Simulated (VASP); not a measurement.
# TePb in VASP: notebook, part 2 of 2

VASP 6.6.1.

## (4) Single point, PBEsol

INCAR

```
SYSTEM = TePb
PREC = Accurate
ENCUT = 520
EDIFF = 1E-6
ISMEAR = 0
SIGMA = 0.01
LREAL = .FALSE.
LASPH = .TRUE.
NELM = 80
ALGO = Normal
ISIF = 2
LWAVE = .FALSE.
LCHARG = .TRUE.
GGA = PS
LELF = .TRUE.
LVHAR = .TRUE.
NBANDS = 17
```

KPOINTS

```
Automatic mesh
0
G
  6 6 6
  0 0 0
```

POSCAR

```
TePb
1.0
    0.0000000000      3.2310000000      3.2310000000
    3.2310000000      0.0000000000      3.2310000000
    3.2310000000      3.2310000000      0.0000000000
Te Pb
1 1
Direct
    0.4922624574      0.5077375426      0.4922624574
    0.0000000000      0.0000000000      0.0000000000
```

Potentials or basis: VASP PAW PBE potentials, release 64 (Te, Pb_d).

Launch:

```
$ cat potpaw_PBE.64/Te/POTCAR potpaw_PBE.64/Pb_d/POTCAR > POTCAR
$ mpirun -np 1 vasp_std > vasp.out
```

OUTCAR:

```text
SYSTEM = TePb
   PREC = Accurate
   ENCUT = 520
   EDIFF = 1E-6
   ISMEAR = 0
   LREAL = .FALSE.
   LASPH = .TRUE.
   NELM = 80
   ISIF = 2
   GGA = PS

 ion  position               nearest neighbor table
   1  0.492  0.508  0.492-   2 3.18   2 3.23   2 3.23   2 3.23   2 3.23   2 3.28
   2  0.000  0.000  0.000-   1 3.18   1 3.23   1 3.23   1 3.23   1 3.23   1 3.28

  LATTYP: Found a face centered cubic cell.
 ALAT       =     6.4620000000

  Lattice vectors:

 A1 = (   0.0000000000,   3.2310000000,   3.2310000000)
 A2 = (   3.2310000000,   0.0000000000,   3.2310000000)
 A3 = (   3.2310000000,   3.2310000000,   0.0000000000)

Analysis of symmetry for initial positions (statically):
=====================================================================
 Subroutine PRICEL returns:
 Original cell was already a primitive cell.

 Routine SETGRP: Setting up the symmetry group for a
 face centered cubic supercell.

 Subroutine GETGRP returns: Found  8 space group operations
 (whereof  8 operations were pure point group operations)
 out of a pool of 48 trial point group operations.

The static configuration has the point symmetry C_4v.
[... 156 lines left out ...]
  ext. energy  EPLUGINS =         0.00000000
  ---------------------------------------------------
  free energy    TOTEN  =        -8.25909566 eV

  energy without entropy =       -8.25909566  energy(sigma->0) =       -8.25909566

 E-fermi :   5.5056     XC(G=0):  -9.4703

 val. band max:        5.4517660750   @ k =   0.5000   0.0000   0.0000
 cond. band min:       6.1356811316   @ k =   0.5000   0.0000   0.0000
 fundamental gap:      0.6839150566
 Fermi energy:         5.5056144101

 k-point     1 :       0.0000    0.0000    0.0000
  band No.  band energies     occupation
      1     -11.1678      2.00000
      2     -11.1677      2.00000
      3     -11.1569      2.00000
      4     -11.1565      2.00000
      5     -11.1565      2.00000
      6      -6.5765      2.00000
[... 457 lines left out ...]
      4     -11.1412      2.00000
      5     -11.1372      2.00000
      6      -5.2215      2.00000
[... 9 lines left out ...]
     16      14.4733      0.00000
     17      14.9994      0.00000

 [... further k-points ...]
[... 5 lines left out ...]
  --------------------------------------------------------------------------------------
  -------------------------------------------------------------------------------------
  Total       -0.1794476     -0.1394660     -0.1794476     -0.0000000      0.0000000     -0.0000000
  in kB       -4.2619395     -3.3123644     -4.2619395     -0.0000000      0.0000000     -0.0000000
  external PRESSURE =      -3.9454144 kB  Pullay stress =       0.0000000 kB

 VOLUME and BASIS-vectors are now :
 -----------------------------------------------------------------------------
  energy-cutoff  :      520.00
  volume of cell :       67.46
      direct lattice vectors                 reciprocal lattice vectors
     0.000000000  3.231000000  3.231000000    -0.154750851  0.154750851  0.154750851
     3.231000000  0.000000000  3.231000000     0.154750851 -0.154750851  0.154750851
     3.231000000  3.231000000  0.000000000     0.154750851  0.154750851 -0.154750851

 POSITION                                       TOTAL-FORCE (eV/Angst)
 -----------------------------------------------------------------------------------
      3.23100      3.18100      3.23100         0.000000      0.014997      0.000000
      0.00000      0.00000      0.00000         0.000000     -0.014997      0.000000
 -----------------------------------------------------------------------------------
    total drift:                               -0.000000      0.000057     -0.000000

  FREE ENERGIE OF THE ION-ELECTRON SYSTEM (eV)
  ---------------------------------------------------
  free  energy   TOTEN  =        -8.2590956586 eV

  energy  without entropy=       -8.2590956586  energy(sigma->0) =       -8.25909566
```

OSZICAR:

```text
N       E                     dE             d eps       ncg     rms          rms(c)
DAV:   1     0.147994954666E+03    0.14799E+03   -0.91889E+03  1028   0.115E+03
DAV:   2     0.203369086520E+01   -0.14596E+03   -0.14142E+03  1058   0.291E+02
DAV:   3    -0.809099072399E+01   -0.10125E+02   -0.10034E+02  1338   0.819E+01
DAV:   4    -0.836971721005E+01   -0.27873E+00   -0.27856E+00  1339   0.151E+01
DAV:   5    -0.837935994219E+01   -0.96427E-02   -0.96421E-02  1470   0.260E+00    0.339E+00
DAV:   6    -0.826476146632E+01    0.11460E+00   -0.24534E-01  1530   0.373E+00    0.210E+00
DAV:   7    -0.825881817211E+01    0.59433E-02   -0.71771E-02  1298   0.141E+00    0.878E-01
DAV:   8    -0.825917793337E+01   -0.35976E-03   -0.82762E-03  1326   0.917E-01    0.135E-01
DAV:   9    -0.825910740335E+01    0.70530E-04   -0.12032E-03  1555   0.354E-01    0.521E-02
DAV:  10    -0.825909472746E+01    0.12676E-04   -0.12538E-04  1411   0.100E-01    0.209E-02
DAV:  11    -0.825909572677E+01   -0.99931E-06   -0.32950E-05  1369   0.445E-02    0.175E-02
DAV:  12    -0.825909565856E+01    0.68216E-07   -0.19890E-06  1081   0.880E-03
   1 F= -.82590957E+01 E0= -.82590957E+01  d E =-.266711E-16
```

It took 22 s on 1 thread of AMD EPYC 9R45 (Zen 5), shared host; peak memory 0.19 GiB.

Results:

```yaml
Free_energy: -8.2591 eV
Pressure: -0.4 GPa
Largest_force: 0.015 eV/Å
Band_gap_on_the_k_mesh: 0.68 eV, direct
```

Forces in eV/Å, atoms in the order of the input:
```
Te   0.000  0.015  0.000
Pb   0.000 -0.015  0.000
```

Stress tensor (GPa, compression positive):
```
-0.43  0.00  0.00
 0.00 -0.33  0.00
 0.00  0.00 -0.43
```

Levels at points of the mesh, in eV from the valence-band top:
| k point | band 7 | band 8 | band 9 | band 10 | band 11 | band 12 | band 13 | band 14 |
| --- | --- | --- | --- | --- | --- | --- | --- | --- |
| (0.00, 0.00, 0.00) | -5.60 | -1.33 | -1.32 | -1.32 | 4.05 | 4.05 | 4.07 | 5.77 |
| (0.50, 0.00, 0.00) | -8.59 | -0.88 | -0.87 | 0.00 | 0.68 | 1.26 | 1.27 | 8.29 |
| (0.50, 0.50, 0.00) | -7.30 | -4.51 | -2.80 | -2.79 | 3.21 | 5.48 | 5.48 | 6.69 |
| (0.50, 0.00, 0.50) | -7.31 | -4.50 | -2.80 | -2.80 | 3.22 | 5.47 | 5.47 | 6.70 |

Caveat: the PAW data sets were made with another functional, which shifts forces and pressure a little; spin-orbit coupling is left out, which moves the levels of the heavy elements. A k mesh can miss the band edges.

## (5) Comparison with measurements

Step 2. A measured gap of TePb is 0.19 eV (direct; 4.2 K; a printed reference work, monograph); the calculated 0.67 eV misses it by +0.48 eV. Spin-orbit coupling on Pb, Te is left out. The value is that of PBEsol on a finite k mesh, which can miss the band edges, without temperature or zero-point motion.
